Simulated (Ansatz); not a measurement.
# Quasiparticle levels of TiO2 (P4_2/mnm)

All numbers below come from Ansatz, G0W0@PBE, plasmon-pole screening, soft PAW set, first generation.

Input:

```yaml
crystal:
  lattice:
    - [4.594, 0.0, 0.0]
    - [0.0, 4.594, 0.0]
    - [0.0, 0.0, 2.959]
  atoms:
    - { symbol: Ti, position: [0, 0, 0] }
    - { symbol: Ti, position: [0.5, 0.5, 0.5] }
    - { symbol: O, position: [0.3048, 0.3048, 0] }
    - { symbol: O, position: [0.6952, 0.6952, 0] }
    - { symbol: O, position: [0.8048, 0.1952, 0.5] }
    - { symbol: O, position: [0.1952, 0.8048, 0.5] }
kpoints:
  mp_grid: { grid: [3, 3, 4], shift: [0, 0, 0] }
hamiltonian:
  xc: pbe
  pseudopotentials: { kind: paw }
scf:
  occupations: { method: fixed }
  convergence: { dr2_threshold: "1e-9 eV" }
  lower_state_search: "off"
output:
  forces: false
  stress: false
gw:
  n_empty_bands: 290
  ecut_chi: 113.3
  qp_bands: [v1, c1]
  qp_kpoints: [[0, 0, 0]]
  ecutfock_ratio: 2
```

The input is rewritten from the run's settings (development build, wave cutoff 420 eV).

Linearised quasiparticle energies, zero at the top filled Kohn-Sham level among these points. VB is the top filled band, CB the lowest empty one. The wave cutoff came out at 420 eV.

| k | band | ε_KS (eV) | Σx − Vxc (eV) | Σc (eV) | Z | ε_QP (eV) |
| --- | --- | --- | --- | --- | --- | --- |
| Γ | VB | 0.00 | -4.65 | 4.64 | 0.77 | -0.01 |
| Γ | CB | 1.89 | 8.39 | -6.64 | 0.78 | 3.24 |

The gap (direct at Γ) opens from 1.89 eV to 3.25 eV.

Soft PAW datasets can miss an all-electron G0W0 gap by more than 5 %. The mesh is coarse, so these are values at the stated settings, not converged ones. Band sums or response are cut, so the gap isn't at its basis limit. The gap is read among the points solved; the crystal's band edges can lie elsewhere.
